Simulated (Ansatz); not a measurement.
We consider zinc-blende ZnTe, described by Hartree–Fock (Ansatz, a quantum-chemistry and plane-wave program, plane waves, PAW).

Settings: plane-wave cutoff 460 eV, 8×8×8 k mesh, Fermi–Dirac smearing 0.01 eV, scalar-relativistic PAW data made under PBE.

Energies at three volumes about the minimum:

```
V (Å³/atom)  E − E_lowest (meV/atom)
-----------  -----------------------
31.448                          1.40
32.038                          0.00
32.839                          2.72
```

Question: Fit a parabola by hand: where is the minimum, what lattice constant follows, and what is the bulk modulus?

Answer: Slopes: (0.00 − 1.40)/(32.038 − 31.448) = -2.373 and (2.72 − 0.00)/(32.839 − 32.038) = 3.396 meV/Å³. Curvature E″ = 2 × (3.396 − (-2.373))/(32.839 − 31.448) = 8.295 meV/Å⁶. From the middle of the first interval, the slope vanishes at V0 = 31.7430 − (-2.373)/8.295 = 32.029 Å³/atom. B = V0 E″ = 32.029 × 8.295 meV/Å³ × 0.1602 GPa per meV/Å³ = 42.6 GPa. With 8 atoms in the cube, a = (8 × 32.029)^(1/3) = 6.352 Å. The full Birch–Murnaghan fit to all volumes gives V0 = 32.018 Å³/atom and B0 = 43.5 GPa.

Measured, for comparison: bulk modulus 51 ± 3 GPa (room temperature, not corrected to a static lattice; as tabulated in Determination of phase transition pressures of ZnTe under quasihydrostatic …); lattice constant a 6.104 Å (room temperature, not corrected to a static lattice, our sources range from 6.089 to 6.104; as tabulated in Albrecht et al. (1997), arXiv:cond-mat/9706128). Computed (rounded) less measured: bulk modulus -15 %.

Note: the cell is over a tenth larger than the published one (another phase or state, or a fault of the published cell, is possible).
